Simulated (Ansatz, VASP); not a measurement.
**Rh: VASP beside Ansatz**

INCAR

```
PREC     = Accurate       # precision mode
ENCUT    = 520            # plane-wave cutoff, eV
EDIFF    = 1E-7           # SCF threshold, eV
ISMEAR   = 0              # smearing method
SIGMA    = 0.15           # smearing width, eV
LREAL    = F              # projectors in reciprocal space
LASPH    = T              # aspherical terms in the spheres
NELM     = 60             # most SCF steps
ALGO     = Fast           # electronic algorithm
ISIF     = 2              # what is computed and relaxed
LWAVE    = F              # write WAVECAR
LCHARG   = F              # write CHGCAR
GGA      = PS             # functional
NBANDS   = 14             # bands
```

The input KPOINTS:

```
Automatic mesh
0
Gamma
  22 22 22
```

POSCAR

```
Rh
1.0
    0.0000000000      1.8445035000      1.9015500000
    1.8445035000      0.0000000000      1.9015500000
    1.8445035000      1.8445035000      0.0000000000
Rh
1
Direct
    0.0000000000      0.0000000000      0.0000000000
```

Input for Ansatz:

```yaml
crystal:
  lattice:
    - [0.0, 1.8445035, 1.90155]
    - [1.8445035, 0.0, 1.90155]
    - [1.8445035, 1.8445035, 0.0]
  atoms:
    - { symbol: Rh, position: [0.0, 0.0, 0.0] }
basis:
  ecutwfc: 420
kpoints:
  mp_grid: { grid: [22, 22, 22] }
hamiltonian:
  xc: pbesol
scf:
  occupations: { method: gaussian, width: 0.15 }
output:
  forces: true
  stress: true
  eigenvalues: true
```

Change from the starting cell: strain -0.030 along x and y, +0.000 along z, atoms carried along.

Alike in both runs: task single point; functional PBEsol; k mesh 22 × 22 × 22; occupations gaussian, width 0.15 eV; no spin polarisation.

```csv
,VASP,Ansatz
version,VASP 6.6.1,Ansatz 0.2.0
potentials or method,"VASP PAW PBE potentials, release 64 (Rh_pv)","scalar-relativistic, plane waves, PAW"
plane-wave cutoff (eV),520,420
valence electrons in the cell,15,17
```

Ansatz gave:

```
gap on the k mesh at the Fermi level (eV)       : none
pressure (GPa)                                  : 14.3
largest component of the traceless stress (GPa) : 6.11
```

Question: What did VASP give for the same quantities?

Answer: gap on the k mesh at the Fermi level (eV): none; pressure (GPa): 14.2; largest component of the traceless stress (GPa): 6.10.

A gap of «none» marks a metal or a gap that the smearing closes. The two sets of potentials don't hold the same shells in valence.

Caveats: the PAW data sets were made with another functional, which shifts forces and pressure a little (VASP).
